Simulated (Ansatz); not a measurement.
# C: energy and stress against strain, part 2 of 2

This session takes C and sets out to see how energy and stress answer to the strain pattern (1, -1, 0, 0, 0, 0).

Ansatz 0.2.0; DFT PBE, scalar-relativistic, plane waves, PAW.

## (7) ε = 0.0375

input.yaml reads:

```yaml
crystal:
  lattice:
    - [0.0, 1.7165225, 1.7834]
    - [1.8502775, 0.0, 1.7834]
    - [1.8502775, 1.7165225, 0.0]
  atoms:
    - { symbol: C, position: [0.5, 0.5, 0.5] }
    - { symbol: C, position: [0.75, 0.75, 0.75] }
basis:
  ecutwfc: 300.0
kpoints:
  mp_grid: { grid: [6, 6, 6] }
hamiltonian:
  xc: pbe
scf:
  occupations: { method: gaussian, width: 0.05 }
output:
  forces: true
  stress: true
  eigenvalues: true
```

Started as:

```bash
$ ansatz run input.yaml --threads 1 --pin off --max-ram 2560MiB --backend cpu --events-out ev --progress --plain --runs-dir out
```

Output, cut to the lines that bear on the results:

```text
[...]
SCF converged after 6 iterations
Free energy (F): -501.307253 eV
[...]
E sigma→0 (E₀):  -501.307253 eV
Fermi energy:    15.289326 eV
[...]
--- Forces (eV/Å), atoms counted from 1 ---
  atom   1  C     -0.00000000    -0.00000000    -0.00000000
  atom   2  C      0.00000000     0.00000000     0.00000000
[...]
--- Stress (GPa, compression-positive) ---
      -33.813050      -0.000000      -0.000000
       -0.000000      35.663496      -0.000000
       -0.000000      -0.000000       4.323637
  P = ⅓ Tr σ = 2.0580 GPa (20.580 kbar)
--- Band table (eV; the first three rows and the last of 46) ---
  k-point 0: bands = ["-8.1622", "12.7543", "13.4222", "13.9097", "18.5427", "19.0330", "19.4599", "26.5449"]
[...]
```

Wall time 1.1 s (1 thread of AMD EPYC (Zen 3), shared host); peak memory 0.26 GiB.

## (8) At ε = 0.1312

input.yaml: that of step 7 with these lines changed.

```diff
@@ -2,5 +2,5 @@
   lattice:
-    - [0.0, 1.7165225, 1.7834]
-    - [1.8502775, 0.0, 1.7834]
-    - [1.8502775, 1.7165225, 0.0]
+    - [0.0, 1.54941792, 1.7834]
+    - [2.01738208, 0.0, 1.7834]
+    - [2.01738208, 1.54941792, 0.0]
   atoms:
```

Started as:

```bash
$ ansatz run input.yaml --threads 1 --pin off --max-ram 2560MiB --backend cpu --events-out ev --progress --plain --runs-dir out
```

Output, cut to the lines that bear on the results:

```text
Warning: basis.ecutwfc = 300 eV is below the records' recommended 420 eV, and the density's cutoff is lower with it unless basis.ecutrho_ratio is high enough to keep the records' density cutoff: compare with a run at a higher cutoff
Warning: RAYON_NUM_THREADS=1 ignored (pool sized by the plan → 1); use --threads N
[...]
[... 3 set-up lines as earlier in the session ...]
[...]
Crystal: 2 atoms, lattice volume = 11.149 Å³
Basis set: ecut = 300 eV, 137 PW (Γ), exchange–correlation on 30×32×30 points (8 copies of the dense FFT grid, shifted against one another)
Bands: 8, of which v1, the nominal top of the filled ones, is band 4 counted from 1 (3 counted from 0)
[... 2 set-up lines as earlier in the session ...]
k-points: 46 of 216
[...]
SCF iter   1: F=—  HF=-500.273838 eV  |F-HF|=—  |Δ(HF+E_count)|=         —  Δρ=1.11e-2  dr2=2.26e-3  ethr=1.77e-3  ⟨swp⟩=4.4  Hψ=2321  notcnv=0
[...]
SCF iter   6: F=-500.276895 eV  HF=-500.276895 eV  |F-HF|=5.68e-14  |Δ(HF+E_count)|=  3.60e-11  Δρ=3.45e-8  dr2=8.63e-14  ethr=1.00e-12  ⟨swp⟩=1.1  Hψ=1125  notcnv=0
[...]
SCF converged after 6 iterations
Free energy (F): -500.276895 eV
[...]
E sigma→0 (E₀):  -500.276764 eV
Entropy (-TS):   -0.000261 eV (-0.131 meV/atom)
Fermi energy:    14.995404 eV
[...]
--- Forces (eV/Å), atoms counted from 1 ---
  atom   1  C      0.00000000     0.00000000     0.00000000
  atom   2  C      0.00000000     0.00000000     0.00000000
[...]
--- Stress (GPa, compression-positive) ---
     -122.479940       0.000000       0.000000
        0.000000     115.364647       0.000000
        0.000000       0.000000      41.124368
  P = ⅓ Tr σ = 11.3364 GPa (113.364 kbar)
--- Band table (eV; the first three rows and the last of 46) ---
  k-point 0: bands = ["-8.0244", "11.4538", "14.2231", "15.4908", "18.2476", "19.9824", "21.4657", "25.9906"]
[...]
```

Wall time 1.5 s (1 thread of AMD EPYC (Zen 3), shared host); peak memory 0.26 GiB.

## (9) Point ε = 0.0937

input.yaml: that of step 8 with these lines changed.

```diff
@@ -2,5 +2,5 @@
   lattice:
-    - [0.0, 1.54941792, 1.7834]
-    - [2.01738208, 0.0, 1.7834]
-    - [2.01738208, 1.54941792, 0.0]
+    - [0.0, 1.61629542, 1.7834]
+    - [1.95050458, 0.0, 1.7834]
+    - [1.95050458, 1.61629542, 0.0]
   atoms:
```

Started as:

```bash
$ ansatz run input.yaml --threads 1 --pin off --max-ram 2560MiB --backend cpu --events-out ev --progress --plain --runs-dir out
```

Output, cut to the lines that bear on the results:

```text
[...]
SCF converged after 6 iterations
Free energy (F): -500.826903 eV
[...]
E sigma→0 (E₀):  -500.826903 eV
Fermi energy:    15.215259 eV
[...]
--- Forces (eV/Å), atoms counted from 1 ---
  atom   1  C      0.00000000    -0.00000000    -0.00000000
  atom   2  C     -0.00000000     0.00000000     0.00000000
[...]
--- Stress (GPa, compression-positive) ---
      -87.808143      -0.000000      -0.000000
       -0.000000      85.097200       0.000000
       -0.000000       0.000000      20.786598
  P = ⅓ Tr σ = 6.0252 GPa (60.252 kbar)
--- Band table (eV; the first three rows and the last of 46) ---
  k-point 0: bands = ["-8.0954", "11.9650", "13.7994", "14.8225", "18.2887", "19.4874", "20.5609", "26.3848"]
[...]
```

Run time: 1.5 s. Hardware: 1 thread of AMD EPYC (Zen 3), shared host; peak memory 0.26 GiB.

## (10) At ε = 0.0562

input.yaml: that of step 9 with these lines changed.

```diff
@@ -2,5 +2,5 @@
   lattice:
-    - [0.0, 1.61629542, 1.7834]
-    - [1.95050458, 0.0, 1.7834]
-    - [1.95050458, 1.61629542, 0.0]
+    - [0.0, 1.68317292, 1.7834]
+    - [1.88362708, 0.0, 1.7834]
+    - [1.88362708, 1.68317292, 0.0]
   atoms:
```

Started as:

```bash
$ ansatz run input.yaml --threads 1 --pin off --max-ram 2560MiB --backend cpu --events-out ev --progress --plain --runs-dir out
```

Output, cut to the lines that bear on the results:

```text
Warning: basis.ecutwfc = 300 eV is below the records' recommended 420 eV, and the density's cutoff is lower with it unless basis.ecutrho_ratio is high enough to keep the records' density cutoff: compare with a run at a higher cutoff
Warning: RAYON_NUM_THREADS=1 ignored (pool sized by the plan → 1); use --threads N
[...]
[... 3 set-up lines as earlier in the session ...]
[...]
Crystal: 2 atoms, lattice volume = 11.308 Å³
Basis set: ecut = 300 eV, 137 PW (Γ), exchange–correlation on 30×30×30 points (8 copies of the dense FFT grid, shifted against one another)
Bands: 8, of which v1, the nominal top of the filled ones, is band 4 counted from 1 (3 counted from 0)
[... 2 set-up lines as earlier in the session ...]
k-points: 46 of 216
[...]
SCF iter   1: F=—  HF=-501.188329 eV  |F-HF|=—  |Δ(HF+E_count)|=         —  Δρ=1.07e-2  dr2=2.12e-3  ethr=1.77e-3  ⟨swp⟩=4.4  Hψ=2336  notcnv=0
[...]
SCF iter   6: F=-501.191163 eV  HF=-501.191163 eV  |F-HF|=1.14e-13  |Δ(HF+E_count)|=  1.39e-10  Δρ=5.37e-8  dr2=7.67e-14  ethr=2.01e-12  ⟨swp⟩=1.0  Hψ=1103  notcnv=0
[...]
SCF converged after 6 iterations
Free energy (F): -501.191163 eV
[...]
E sigma→0 (E₀):  -501.191163 eV
Fermi energy:    15.246582 eV
[...]
--- Forces (eV/Å), atoms counted from 1 ---
  atom   1  C      0.00000000     0.00000000     0.00000000
  atom   2  C      0.00000000     0.00000000     0.00000000
[...]
--- Stress (GPa, compression-positive) ---
      -52.363002       0.000000       0.000000
        0.000000      52.314565       0.000000
        0.000000       0.000000       8.318216
  P = ⅓ Tr σ = 2.7566 GPa (27.566 kbar)
--- Band table (eV; the first three rows and the last of 46) ---
  k-point 0: bands = ["-8.1461", "12.4880", "13.5129", "14.2023", "18.4910", "19.1617", "19.8064", "26.5231"]
[...]
```

It took 1.2 s on 1 thread of AMD EPYC (Zen 3), shared host; peak memory 0.26 GiB.

## (11) At ε = 0.0187

input.yaml: that of step 10 with these lines changed.

```diff
@@ -2,5 +2,5 @@
   lattice:
-    - [0.0, 1.68317292, 1.7834]
-    - [1.88362708, 0.0, 1.7834]
-    - [1.88362708, 1.68317292, 0.0]
+    - [0.0, 1.75005042, 1.7834]
+    - [1.81674958, 0.0, 1.7834]
+    - [1.81674958, 1.75005042, 0.0]
   atoms:
```

Started as:

```bash
$ ansatz run input.yaml --threads 1 --pin off --max-ram 2560MiB --backend cpu --events-out ev --progress --plain --runs-dir out
```

Output, cut to the lines that bear on the results:

```text
Warning: basis.ecutwfc = 300 eV is below the records' recommended 420 eV, and the density's cutoff is lower with it unless basis.ecutrho_ratio is high enough to keep the records' density cutoff: compare with a run at a higher cutoff
Warning: RAYON_NUM_THREADS=1 ignored (pool sized by the plan → 1); use --threads N
[...]
[... 3 set-up lines as earlier in the session ...]
[...]
Crystal: 2 atoms, lattice volume = 11.340 Å³
Basis set: ecut = 300 eV, 137 PW (Γ), exchange–correlation on 30×30×30 points (8 copies of the dense FFT grid, shifted against one another)
Bands: 8, of which v1, the nominal top of the filled ones, is band 4 counted from 1 (3 counted from 0)
[... 2 set-up lines as earlier in the session ...]
k-points: 46 of 216
[...]
SCF iter   1: F=—  HF=-501.374945 eV  |F-HF|=—  |Δ(HF+E_count)|=         —  Δρ=1.07e-2  dr2=2.12e-3  ethr=1.77e-3  ⟨swp⟩=4.4  Hψ=2321  notcnv=0
[...]
SCF iter   6: F=-501.377767 eV  HF=-501.377767 eV  |F-HF|=1.14e-13  |Δ(HF+E_count)|=  1.48e-10  Δρ=4.83e-8  dr2=8.49e-14  ethr=2.00e-12  ⟨swp⟩=1.0  Hψ=1114  notcnv=0
[...]
SCF converged after 6 iterations
Free energy (F): -501.377767 eV
[...]
E sigma→0 (E₀):  -501.377767 eV
Fermi energy:    15.350129 eV
[...]
--- Forces (eV/Å), atoms counted from 1 ---
  atom   1  C      0.00000000     0.00000000     0.00000000
  atom   2  C      0.00000000     0.00000000     0.00000000
[...]
--- Stress (GPa, compression-positive) ---
      -16.352406       0.000000       0.000000
        0.000000      18.991563       0.000000
        0.000000       0.000000       2.196975
  P = ⅓ Tr σ = 1.6120 GPa (16.120 kbar)
--- Band table (eV; the first three rows and the last of 46) ---
  k-point 0: bands = ["-8.1713", "13.0879", "13.3725", "13.6294", "18.7337", "18.9767", "19.2164", "26.5549"]
[...]
```

Run time: 1.2 s. Hardware: 1 thread of AMD EPYC (Zen 3), shared host; peak memory 0.26 GiB.

## (12) All points together

The scan, with free energies counted from the undisturbed cell:

| ε | ΔE (meV/atom) | stress on the pattern (GPa) | pressure (GPa) | gap on the mesh (eV) |
| --- | --- | --- | --- | --- |
| -0.1500 | 728.9 | -273.77 | 13.3 | 0.00 |
| -0.0750 | 182.2 | -139.33 | 4.3 | 1.45 |
| 0.0000 | 0.0 | 0.00 | 1.3 | 4.14 |
| 0.0187 | 9.5 | 35.34 | 1.6 | 3.44 |
| 0.0375 | 44.8 | 69.48 | 2.1 | 2.76 |
| 0.0562 | 102.8 | 104.68 | 2.8 | 2.09 |
| 0.0937 | 285.0 | 172.91 | 6.0 | 0.79 |
| 0.1125 | 412.8 | 208.77 | 8.0 | 0.14 |
| 0.1312 | 560.0 | 237.84 | 11.3 | 0.00 |

Not run, since symmetry makes them alike: 0.1500 repeats -0.1500, -0.1125 repeats 0.1125, 0.0750 repeats -0.0750, -0.0375 repeats 0.0375. Energy, pressure and gap are the same there.

Where the gap reads zero, the mesh chosen for the insulator is on the coarse side.

## (13) Summary of results

The summary covers parts 1 to 2.

```
                                                              quantity     value
slope of the stress at ε = 0, from the points at -0.0750, 0 and 0.0187  1884 GPa
```

**Reading.** The settings of these runs were drawn from a wide range and may not be converged. The slope of the stress at zero strain, 1884 GPa, estimates C11 + C22 − 2 C12 with clamped ions in this Cartesian frame; letting the atoms relax could not make it stiffer. The step is wide, so higher orders mix in. The reference stands under 1.3 GPa, so this is no zero-stress constant. The undisturbed cell stays the lowest of the sampled points. The gap on the mesh, 4.14 eV at the start, reads zero at ε = -0.1500. In some runs cutoff or mesh lie under the advised values, so their numbers carry a basis error.
